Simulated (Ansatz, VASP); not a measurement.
## One calculation of BaS, two programs

```
Ba S
1.0
     0.00000    3.32150    3.19375
     3.32150    0.00000    3.19375
     3.32150    3.32150    0.00000
Ba S
1 1
Direct
  0.00000 0.00000 0.00000
  0.50000 0.50000 0.50000
```

Change from the starting cell: x and y stretched by +4 %, z held, PAW files.

Alike in both runs: task electric field gradients; functional PBE; k mesh 7 × 7 × 7; occupations fermi-dirac, width 0.01 eV; no spin polarisation.

```csv
,VASP,Ansatz
version,VASP 6.6.1,Ansatz 0.2.0
potentials or method,"VASP PAW PBE potentials, release 64 (Ba_sv, S)","PAW with Ansatz's default frozen-core files, scalar-relativistic"
plane-wave cutoff (eV),520,420
valence electrons in the cell,16,16
```

|  | VASP | Ansatz | Ansatz less VASP |
| --- | --- | --- | --- |
| gap on the k mesh at the Fermi level (eV) | 2.19 | 2.28 | +0.088 |
| pressure (GPa) | -1.6 | -2.0 | -0.45 |
| largest component of the traceless stress (GPa) | 1.62 | 1.46 | -0.168 |
| Vzz of the field gradient on the site that differs most (V/Å²) | -47.8 | -45.2 | +2.63 |

Ansatz warned: «gradients_without_spin_orbit».

Caveats: spin-orbit coupling is left out, which moves the levels of the heavy elements; an odd mesh through Γ misses points on the zone boundary, where band edges often lie.
